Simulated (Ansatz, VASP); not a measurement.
**BN in VASP and in Ansatz**

File INCAR:

```
SYSTEM = BN
PREC = Accurate ; ENCUT = 520
EDIFF = 1E-6 ; ISMEAR = 1
SIGMA = 0.5 ; LREAL = .False.
LASPH = .True. ; NELM = 60
ALGO = Normal ; ISIF = 2
LWAVE = .False. ; LCHARG = .True.
GGA = PE ; LELF = .True.
LVHAR = .True. ; NBANDS = 16
```

Contents of KPOINTS:

```
regular mesh
0
Gamma
  9 9 4
  0 0 0
```

POSCAR

```
BN
1.0
    2.5439500013      0.0000000000      0.0000000000
   -1.2719750007      2.2031253271      0.0000000000
    0.0000000000      0.0000000000      4.2078153363
B N
2 2
Direct
    0.3333333333      0.6666666667      0.0002034648
    0.6666666667      0.3333333333      0.5002034648
    0.3333333333      0.6666666667      0.3747965352
    0.6666666667      0.3333333333      0.8747965352
```

Input for Ansatz:

```yaml
crystal:
  lattice:
    - [2.5439500013, 0.0, 0.0]
    - [-1.2719750007, 2.2031253271, 0.0]
    - [0.0, 0.0, 4.2078153363]
  atoms:
    - { symbol: B, position: [0.3333333333, 0.6666666667, 0.0002034648] }
    - { symbol: B, position: [0.6666666667, 0.3333333333, 0.5002034648] }
    - { symbol: "N", position: [0.3333333333, 0.6666666667, 0.3747965352] }
    - { symbol: "N", position: [0.6666666667, 0.3333333333, 0.8747965352] }
kpoints:
  mp_grid: { grid: [9, 9, 4] }
hamiltonian:
  xc: pbe
scf:
  occupations: { method: cold, width: 0.5 }
  n_extra_bands: 5
output:
  forces: true
  stress: true
  eigenvalues: true
```

Alike in both runs: task single point; functional PBE; k mesh 9 × 9 × 4; no spin polarisation.

```csv
,VASP,Ansatz
version,VASP 6.6.1,Ansatz 0.2.0
potentials or method,"VASP PAW PBE potentials, release 64 (B, N)",plane waves
plane-wave cutoff (eV),520,420
occupations,"methfessel-paxton of order 1, width 0.5 eV","cold, width 0.5 eV"
valence electrons in the cell,16,16
```

```tsv
	VASP	Ansatz	Ansatz less VASP
gap on the k mesh at the Fermi level (eV)	5.19	5.21	+0.017
pressure (GPa)	4.9	4.7	-0.26
largest component of the traceless stress (GPa)	0.11	0.07	-0.038
rms of the force components (eV/Å)	0.011	0.004	-0.0070
```

Atom by atom the forces differ by 0.007 eV/Å (rms over components).

Caveats: an odd mesh through Γ misses points on the zone boundary, where band edges often lie. Expect the measured gap to be larger: semilocal functionals such as PBE lack the derivative discontinuity.
